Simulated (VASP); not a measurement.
# Ag (Im-3m) in VASP: relaxation of cell and atoms with PBEsol+rVV10

Aim: the relaxation of cell and atoms of Ag with PBEsol+rVV10.

All numbers are computed with VASP 6.6.1; they aren't measurements. Logs are shortened: lines on timing, memory, paths and dates and some standing lists are left out, and cuts for length are marked.

**1. The structure**

Symmetry: Im-3m, No. 229, cubic system. The conventional cell has a = 3.311 Å, b = 3.311 Å, c = 3.311 Å, α = 90.00°, β = 90.00°, γ = 90.00°. Around Ag (site symmetry m-3m) lie 8 Ag at 2.87 Å.

This isn't the form of Ag at room conditions, which is fcc.

**2. Relaxation of cell and atoms, PBEsol+rVV10**

The input, INCAR:

```
PREC = Accurate ; ENCUT = 600
EDIFF = 1E-6 ; ISMEAR = -1
SIGMA = 0.05 ; LREAL = F
LASPH = T ; NELM = 100
ALGO = Normal ; ISIF = 3
LWAVE = F ; LCHARG = F
GGA = PS ; LUSE_VDW = T
IVDW_NL = 2 ; BPARAM = 20.0
CPARAM = 0.0093 ; IBRION = 2
NSW = 60 ; EDIFFG = -0.02
```

The input, KPOINTS:

```
Automatic mesh
0
Gamma
  11 11 11
```

The input, POSCAR:

```
Ag
1.0
   -1.6556540000      1.6556540000      1.6556540000
    1.6556540000     -1.6556540000      1.6556540000
    1.6556540000      1.6556540000     -1.6556540000
Ag
1
Direct
    0.0000000000      0.0000000000      0.0000000000
```

Potentials or basis: VASP PAW PBE potentials, release 64 (Ag).

The run is started by

```console
cat potpaw_PBE.64/Ag/POTCAR > POTCAR
mpirun -np 1 vasp_std > vasp.out
```

OUTCAR:

```text
PREC = Accurate
   ENCUT = 600
   EDIFF = 1E-6
   ISMEAR = -1
   LREAL = F
   LASPH = T
   NELM = 100
   ISIF = 3
   GGA = PS
   IVDW_NL = 2
   BPARAM = 20.0
   IBRION = 2
   NSW = 60
   EDIFFG = -0.02

 ion  position               nearest neighbor table
   1  0.000  0.000  0.000-

  LATTYP: Found a body centered cubic cell.
 ALAT       =     3.3113080000

  Lattice vectors:

 A1 = (  -1.6556540000,   1.6556540000,   1.6556540000)
 A2 = (   1.6556540000,  -1.6556540000,   1.6556540000)
 A3 = (   1.6556540000,   1.6556540000,  -1.6556540000)

Analysis of symmetry for initial positions (statically):
=====================================================================
 Subroutine PRICEL returns:
 Original cell was already a primitive cell.

 Routine SETGRP: Setting up the symmetry group for a
 body centered cubic supercell.

 Subroutine GETGRP returns: Found 48 space group operations
 (whereof 48 operations were pure point group operations)
 out of a pool of 48 trial point group operations.

The static configuration has the point symmetry O_h .

Analysis of symmetry for dynamics (positions and initial velocities):
=====================================================================
 Subroutine PRICEL returns:
 Original cell was already a primitive cell.

 Routine SETGRP: Setting up the symmetry group for a
 body centered cubic supercell.

 Subroutine GETGRP returns: Found 48 space group operations
 (whereof 48 operations were pure point group operations)
 out of a pool of 48 trial point group operations.

The dynamic configuration has the point symmetry O_h .

 Subroutine INISYM returns: Found 48 space group operations
 (whereof 48 operations are pure point group operations),
 and found     1 'primitive' translations

----------------------------------------------------------------------------------------

                                     Primitive cell

  volume of cell :      18.1538

  direct lattice vectors                    reciprocal lattice vectors
    -1.655654000  1.655654000  1.655654000     0.000000000  0.301995465  0.301995465
     1.655654000 -1.655654000  1.655654000     0.301995465  0.000000000  0.301995465
     1.655654000  1.655654000 -1.655654000     0.301995465  0.301995465  0.000000000

  length of vectors
     2.867676848  2.867676848  2.867676848     0.427086083  0.427086083  0.427086083

  position of ions in fractional coordinates (direct lattice)
     0.000000000  0.000000000  0.000000000

  ion indices of the primitive-cell ions
   primitive index   ion index
                 1           1

----------------------------------------------------------------------------------------

 KPOINTS: Automatic mesh

Automatic generation of k-mesh.
 Grid dimensions read from file:
 generate k-points for:   11   11   11

 Generating k-lattice:

  Cartesian coordinates                     Fractional coordinates (reciprocal lattice)
     0.000000000  0.027454133  0.027454133     0.090909091  0.000000000  0.000000000
     0.027454133  0.000000000  0.027454133     0.000000000  0.090909091  0.000000000
     0.027454133  0.027454133  0.000000000     0.000000000  0.000000000  0.090909091

  Length of vectors
     0.038826008  0.038826008  0.038826008

  Shift w.r.t. Gamma in fractional coordinates (k-lattice)
     0.000000000  0.000000000  0.000000000

 Subroutine IBZKPT returns following result:
 ===========================================

 Found     56 irreducible k-points:

 Following reciprocal coordinates:
            Coordinates               Weight
  0.000000  0.000000  0.000000      1.000000
  0.090909  0.000000  0.000000     12.000000
  0.181818  0.000000  0.000000     12.000000
  0.272727  0.000000  0.000000     12.000000
  0.363636  0.000000  0.000000     12.000000
  0.454545  0.000000  0.000000     12.000000
[... 16 lines left out ...]
  0.272727  0.181818  0.090909     48.000000
  0.363636  0.181818  0.090909     24.000000
 [... further k-points ...]
   k-points           NKPTS =     56   k-points in BZ     NKDIM =     56   number of bands    NBANDS=      9
   number of dos      NEDOS =    301   number of ions     NIONS =      1
   total plane-waves  NPLWV =  13824
   dimension x,y,z NGX =    24 NGY =   24 NGZ =   24
   dimension x,y,z NGXF=    48 NGYF=   48 NGZF=   48
   ions per type =               1
   NGX,Y,Z   is equivalent  to a cutoff of  13.91, 13.91, 13.91 a.u.
   NGXF,Y,Z  is equivalent  to a cutoff of  27.83, 27.83, 27.83 a.u.
 SYSTEM =  unknown system
   PREC   = accura    normal or accurate (medium, high low for compatibility)
   ISTART =      0    job   : 0-new  1-cont  2-samecut
   ICHARG =      2    charge: 1-file 2-atom 10-const
   ISPIN  =      1    spin polarized calculation?
   LNONCOLLINEAR =      F non collinear calculations
   LSORBIT =      F    spin-orbit coupling
   LASPH  =      T    aspherical Exc in radial PAW
   ENCUT  =  600.0 eV  44.10 Ry    6.64 a.u.   5.73  5.73  5.73*2*pi/ulx,y,z
   NELM   =    100;   NELMIN=  2; NELMDL= -5     # of ELM steps
   EDIFF  = 0.1E-05   stopping-criterion for ELM
   LREAL  =      F    real-space projection
   EDIFFG = -.2E-01   stopping-criterion for IOM
   NSW    =     60    number of steps for IOM
   IBRION =      2    ionic relax: 0-MD 1-quasi-New 2-CG
   NFREE  =      1    steps in history (QN), initial steepest desc. (CG)
   ISIF   =      3    stress and relaxation
   ISYM   =      2    0-nonsym 1-usesym 2-fastsym
   POTIM  = 0.5000    time-step for ionic-motion
   TEBEG  =    0.0;   TEEND  =   0.0 temperature during run
   PSTRESS=    0.0 pullay stress
   NELECT =      11.0000    total number of electrons
   NUPDOWN=      -1.0000    fix difference up-down
   EMIN   =  10.00;   EMAX   =-10.00  energy-range for DOS
   EFERMI =   0.00;   METHOD = LEGACY
   ISMEAR =    -1;   SIGMA  =   0.05  broadening in eV -4-tet -1-fermi 0-gaus
   EFERMI_NEDOS =   21; number of points for ismear=-14 and -15
   IALGO  =     38    algorithm
   IMIX   =      4    mixing-type and parameters
     AMIX     =   0.40;   BMIX     =  1.00
     AMIX_MAG =   1.60;   BMIX_MAG =  1.00
  volume/ion in A,a.u.               =      18.15       122.51
  Fermi-wavevector in a.u.,A,eV,Ry     =   1.385318  2.617871 26.111022  1.919106
  Thomas-Fermi vector in A             =   2.509739
   LORBIT       =      0    0 simple, 1 ext, 2 COOP (PROOUT), +10 PAW based schemes
   GGA     = PS    functional components
   LHFCALC =     F    Hartree Fock is set to
   AEXX    =    0.0000 exact exchange contribution
   IVDW_NL    =     2    kernel type
   BPARAM     =20.0000
   IVDW    =     0    specifies the selected vdW correction
   LEPSILON=     F    determine dielectric tensor
   LRPA    =     F    only Hartree local field effects (RPA)
 conjugate gradient relaxation of ions
 non-spin polarized calculation
  energy-cutoff  :      600.00
  volume of cell :       18.15
 maximum number of plane-waves:       621
   NGX = 11   NGY = 11   NGZ = 11

--------------------------------------- Ionic step        1  -------------------------------------------

 number of electron      11.0000001 magnetization

 Free energy of the ion-electron system (eV)
  ---------------------------------------------------
  ext. energy  EPLUGINS =         0.00000000
  ---------------------------------------------------
  free energy    TOTEN  =        -3.09295355 eV

  energy without entropy =       -3.08946803  energy(sigma->0) =       -3.09121079

------------------------ aborting loop because EDIFF is reached ----------------------------------------

  FORCE on cell =-STRESS in cart. coord.  units (eV):
  Direction    XX          YY          ZZ          XY          YZ          ZX
  --------------------------------------------------------------------------------------
  -------------------------------------------------------------------------------------
  Total       -0.9352080     -0.9352080     -0.9352080     -0.0000000     -0.0000000      0.0000000
  in kB      -82.5372619    -82.5372619    -82.5372619     -0.0000000     -0.0000000      0.0000000
  external PRESSURE =     -82.5372619 kB  Pullay stress =       0.0000000 kB
[... 55 lines left out ...]
  energy  without entropy=       -3.1141900543  energy(sigma->0) =       -3.11662650

--------------------------------------- Ionic step        3  -------------------------------------------

 number of electron      10.9999997 magnetization

 Free energy of the ion-electron system (eV)
  ---------------------------------------------------
  ext. energy  EPLUGINS =         0.00000000
  ---------------------------------------------------
  free energy    TOTEN  =        -3.13611733 eV

  energy without entropy =       -3.13176171  energy(sigma->0) =       -3.13393952

 E-fermi :   8.5387     XC(G=0): -12.5741

 val. band max:        8.5093442224   @ k =  -0.2727   0.4545   0.0909
 cond. band min:       8.6168612603   @ k =  -0.4545   0.4545   0.0909
 fundamental gap:      0.1075170379
 Fermi energy:         8.5386781684

 k-point     1 :       0.0000    0.0000    0.0000
  band No.  band energies     occupation
      1       0.5533      2.00000
      2       3.5955      2.00000
      3       3.5955      2.00000
      4       3.5955      2.00000
      5       5.0018      2.00000
      6       5.0018      2.00000
      7      26.5911      0.00000
      8      26.5911      0.00000
      9      26.5911      0.00000
[... 265 lines left out ...]
 k-point    24 :       0.3636    0.1818    0.0909
  band No.  band energies     occupation
      1       2.6275      2.00000
      2       2.9394      2.00000
      3       4.2966      2.00000
      4       5.0539      2.00000
      5       5.1804      2.00000
      6      11.3668      0.00000
      7      13.1661      0.00000
      8      17.5912      0.00000
      9      20.1566      0.00000

 [... further k-points ...]

------------------------ aborting loop because EDIFF is reached ----------------------------------------

  FORCE on cell =-STRESS in cart. coord.  units (eV):
  Direction    XX          YY          ZZ          XY          YZ          ZX
  --------------------------------------------------------------------------------------
  -------------------------------------------------------------------------------------
  Total       -0.0037215     -0.0037215     -0.0037215      0.0000000      0.0000000      0.0000000
  in kB       -0.3584024     -0.3584024     -0.3584024      0.0000000      0.0000000      0.0000000
  external PRESSURE =      -0.3584024 kB  Pullay stress =       0.0000000 kB
[... 16 lines left out ...]
  FREE ENERGIE OF THE ION-ELECTRON SYSTEM (eV)
  ---------------------------------------------------
  free  energy   TOTEN  =        -3.1361173318 eV

  energy  without entropy=       -3.1317617093  energy(sigma->0) =       -3.13393952

 reached required accuracy - stopping structural energy minimisation
```

Run time: 68 s. Hardware: 1 thread of Intel Xeon Platinum 8259CL at 2.50GHz (Skylake/Cascade Lake), shared host; peak memory 0.22 GiB.

What came out:

```yaml
Free_energy: -3.1361 eV
Relaxed_volume: 16.64 Å³/atom
Relaxed_cell: a = 2.785 Å, b = 2.785 Å, c = 2.785 Å, α = 109.47°, β = 109.47°, γ = 109.47°
Space_group_after_relaxing_to_0.05_Å: Im-3m (No. 229)
Energy_gained_by_relaxing: 43.2 meV/atom
Ionic_steps: 3
Pressure_after_relaxing: 0.0 GPa
Band_gap_on_the_k_mesh: none (metal or under the smearing width)
```

Step by step:
```csv
step,energy change (eV),largest force (eV/Å),pressure (GPa),volume (Å³)
1,0.0000,0.0000,-8.25,18.15
2,-0.0261,0.0000,7.00,15.81
3,-0.0432,0.0000,-0.04,16.64
```

Final structure:
```
Ag
1.0
    -1.60818    1.60818    1.60818
     1.60818   -1.60818    1.60818
     1.60818    1.60818   -1.60818
Ag
1
Direct
  0.00000 0.00000 0.00000
```

Levels at points of the mesh, in eV from the Fermi level:
```
           k point  band 3  band 4  band 5  band 6  band 7  band 8  band 9
(0.00, 0.00, 0.00)   -4.94   -4.94   -3.54   -3.54   18.05   18.05   18.05
```

Caveat: the PAW data sets were made with another functional, which shifts forces and pressure a little.
